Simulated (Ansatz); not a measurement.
# SiO₂: a line through an energy map, part 2 of 2

Aim: follow the energy of SiO2 (P4_2/mnm, No. 136; 6 atoms in the cell) along one coordinate, volume per atom, with the other held at c/a of the conventional cell = 0.574.

Ansatz 0.2.0; DFT LDA, scalar-relativistic, plane waves, PAW. Earlier steps stand in the parts before.

## (11) The run at (8.638 Å³, 0.574)

input.yaml reads:

```yaml
crystal:
  lattice:
    - [4.4857364504, 0.0, 0.0]
    - [0.0, 4.4857364504, 0.0]
    - [0.0, 0.0, 2.5757098698]
  atoms:
    - { symbol: Si, position: [0.5, 0.5, 0.5] }
    - { symbol: Si, position: [0.0, 0.0, 0.0] }
    - { symbol: O, position: [0.6944252994, 0.6944252994, 0.0] }
    - { symbol: O, position: [0.1944252994, 0.8055747006, 0.5] }
    - { symbol: O, position: [0.3055747006, 0.3055747006, 0.0] }
    - { symbol: O, position: [0.8055747006, 0.1944252994, 0.5] }
basis:
  ecutwfc: 520.0
kpoints:
  mp_grid: { grid: [6, 6, 10] }
hamiltonian:
  xc: lda
  pseudopotentials: { kind: paw, azcp: { folder: soft_1 } }
scf:
  occupations: { method: gaussian, width: 0.05 }
output:
  forces: true
  stress: true
  eigenvalues: true
  write_density: true
  write_potential: true
  elf: true
  volumetric_format: npy
```

Run with:

```console
ansatz run input.yaml --threads 2 --pin off --max-ram 4096MiB --backend cpu --events-out ev --progress --plain --runs-dir out
```

The log of the run, cut to the lines that bear on the results:

```text
Warning: <dir> the record states the generating functional pbe (its physics header spells it `PBE`), which answers neither for hamiltonian.xc's functional nor for the lda family's — results may be inconsistent (PPs are generated against a specific XC)
[...]
Warning: RAYON_NUM_THREADS=2 ignored (pool sized by the plan → 2); use --threads N
[...]
Pseudopotentials: kind: paw
Pseudopotential: Si, paw, valence charge 4, recommended cutoff 420 eV (normal), <dir>
Pseudopotential: O, paw, valence charge 6, recommended cutoff 420 eV (normal), <dir>
Functional definition: SPW92
[...]
Crystal: 6 atoms, lattice volume = 51.828 Å³
Basis set: ecut = 520 eV, 1413 PW (Γ)
Bands: 22, of which v1, the nominal top of the filled ones, is band 16 counted from 1 (15 counted from 0)
Symmetry: 16 space group operations
Space group: P42/mnm (ITA 136), of the structure as read, at distance tolerance 3.7e-5 Å
k-points: 60 of 360
[...]
SCF iter   1: F=—  HF=-3446.237480 eV  |F-HF|=—  |Δ(HF+E_count)|=         —  Δρ=1.19e-1  dr2=6.26e0  ethr=3.10e-3  ⟨swp⟩=6.1  Hψ=7144  notcnv=0
[...]
SCF iter   7: F=-3444.473340 eV  HF=-3444.473340 eV  |F-HF|=6.95e-10  |Δ(HF+E_count)|=   2.80e-8  Δρ=2.77e-6  dr2=1.95e-9  ethr=3.13e-10  ⟨swp⟩=14.6  Hψ=10114  notcnv=0
[...]
SCF converged after 7 iterations
Free energy (F): -3444.473340 eV
[...]
E sigma→0 (E₀):  -3444.473340 eV
Fermi energy:    10.368966 eV
[...]
--- Forces (eV/Å), atoms counted from 1 ---
  atom   1  Si     0.00000000    -0.00000000     0.00000000
  atom   2  Si    -0.00000000     0.00000000     0.00000000
  atom   3  O     -1.26027628    -1.26027628     0.00000000
  atom   4  O     -1.26027628     1.26027628     0.00000000
  atom   5  O      1.26027628     1.26027628     0.00000000
  atom   6  O      1.26027628    -1.26027628     0.00000000
[...]
--- Stress (GPa, compression-positive) ---
      -38.608324       0.000000       0.000000
        0.000000     -38.608324       0.000000
        0.000000       0.000000       0.343999
  P = ⅓ Tr σ = -25.6242 GPa (-256.242 kbar)
--- Band table (eV; the first three rows and the last of 60) ---
[... band rows left out ...]
[...]
```

It took 6.9 s on 2 threads of Arm Neoverse N1, shared host; peak memory 0.34 GiB.

Density in a lattice plane of the grid's cell (edges 4.49 and 4.49 Å, at 0.000 of the third edge), which holds Si and O.

Values in e/Å³, 12 rows by 12 columns:
```
0.17 0.27 0.31 0.19 0.09 0.05 0.08 0.18 0.31 0.40 0.40 0.26
0.26 0.31 0.29 0.18 0.10 0.09 0.23 0.77 1.64 1.52 0.79 0.40
0.19 0.19 0.18 0.13 0.10 0.14 0.51 2.49 6.27 5.04 1.52 0.40
0.10 0.09 0.10 0.10 0.10 0.18 0.64 2.84 7.08 6.27 1.64 0.31
0.06 0.05 0.09 0.14 0.18 0.24 0.48 1.35 2.84 2.49 0.77 0.18
0.04 0.08 0.23 0.51 0.64 0.48 0.37 0.48 0.64 0.51 0.23 0.08
0.06 0.18 0.77 2.49 2.84 1.35 0.48 0.24 0.18 0.14 0.09 0.05
0.10 0.31 1.64 6.27 7.08 2.84 0.64 0.18 0.10 0.10 0.10 0.09
0.19 0.40 1.52 5.04 6.27 2.49 0.51 0.14 0.10 0.13 0.18 0.19
0.26 0.40 0.79 1.52 1.64 0.77 0.23 0.09 0.10 0.18 0.29 0.31
0.17 0.26 0.40 0.40 0.31 0.18 0.08 0.05 0.09 0.19 0.31 0.27
0.11 0.17 0.26 0.19 0.10 0.06 0.04 0.06 0.10 0.19 0.26 0.17
```
Columns run along the first of these edges and rows up along the second, over one cell in 12 and 12 even steps from the bottom left corner. Atoms in the plane (fractional): Si at (0.00, 0.00), O at (0.69, 0.69), O at (0.31, 0.31).

ELF in the same plane.

Values, 12 rows by 12 columns:
```
0.14 0.16 0.21 0.12 0.04 0.02 0.10 0.40 0.51 0.51 0.49 0.24
0.17 0.21 0.18 0.09 0.04 0.05 0.43 0.79 0.83 0.83 0.79 0.49
0.14 0.12 0.09 0.05 0.03 0.11 0.61 0.81 0.60 0.67 0.83 0.51
0.06 0.04 0.04 0.03 0.04 0.14 0.57 0.72 0.39 0.60 0.83 0.51
0.03 0.02 0.05 0.11 0.14 0.13 0.35 0.66 0.72 0.81 0.79 0.40
0.02 0.10 0.43 0.61 0.57 0.35 0.19 0.35 0.57 0.61 0.43 0.10
0.03 0.40 0.79 0.81 0.72 0.66 0.35 0.13 0.14 0.11 0.05 0.02
0.06 0.51 0.83 0.60 0.39 0.72 0.57 0.14 0.04 0.03 0.04 0.04
0.14 0.51 0.83 0.67 0.60 0.81 0.61 0.11 0.03 0.05 0.09 0.12
0.17 0.49 0.79 0.83 0.83 0.79 0.43 0.05 0.04 0.09 0.18 0.21
0.14 0.24 0.49 0.51 0.51 0.40 0.10 0.02 0.04 0.12 0.21 0.16
0.43 0.14 0.17 0.14 0.06 0.03 0.02 0.03 0.06 0.14 0.17 0.14
```
Columns run along the first of these edges and rows up along the second, over one cell in 12 and 12 even steps from the bottom left corner. Atoms in the plane (fractional): Si at (0.00, 0.00), O at (0.69, 0.69), O at (0.31, 0.31).

Both are smooth fields of the valence electrons: close to the nuclei they are not physical.

The highest ELF values outside the cores: 0.85 beside O, off the lines to its neighbours, 0.6 Å from O; 0.85 on the O–Si line, 0.7 Å from O.

On the map this point reads 166 meV/atom.

## (12) Results

This closing draws on all 2 parts.

```
volume per atom (Å³)  step  energy (meV/atom)  slope (meV/atom per Å³)  pressure (GPa)  band gap on the k-mesh (eV)  largest force on an atom (eV/Å)
               6.433     3                448                     −593              95                         9.09                             1.65
               6.678     –                321                     −446              71                         8.51                             1.07
               6.923     4                228                     −321              51                         7.82                             0.56
               7.168     5                162                     −215              34                         7.16                             0.10
               7.413     6                121                     −124              20                         6.55                             0.30
               7.658     7                100                      −48               8                         5.97                             0.67
               7.903     8                 97                       18              −3                         5.44                             0.99
               8.148     9                108                       73             −12                         4.93                             1.29
               8.393    10                132                      120             −19                         4.46                             1.55
               8.638    11                166                      160             −26                         4.01                             1.78
               8.883     –                210                      194             −31                         3.59                             1.99
```

Energies count from the relaxed crystal. Rows without a step come from runs not printed here or follow by symmetry. Slopes come from the forces (and the stress, where the cell changes), not from differences of energies.

The lowest point of the line is at 7.903 Å³, 97 meV/atom from the zero. Energies and slopes round the minimum, fitted together, put the minimum at 7.8332 Å³, with a curvature of about 260 meV/atom per (Å³)². V·d²E/dV² there is about 320 GPa, a bulk modulus under this line's constraint. The highest point computed, at 6.433 Å³, lies 351 meV/atom above the lowest. This is one cut through a surface in two coordinates; the map's lowest point lies off it.

These are semilocal Kohn-Sham gaps, which aren't the measured quantity. Such gaps usually fall short of the measured ones.
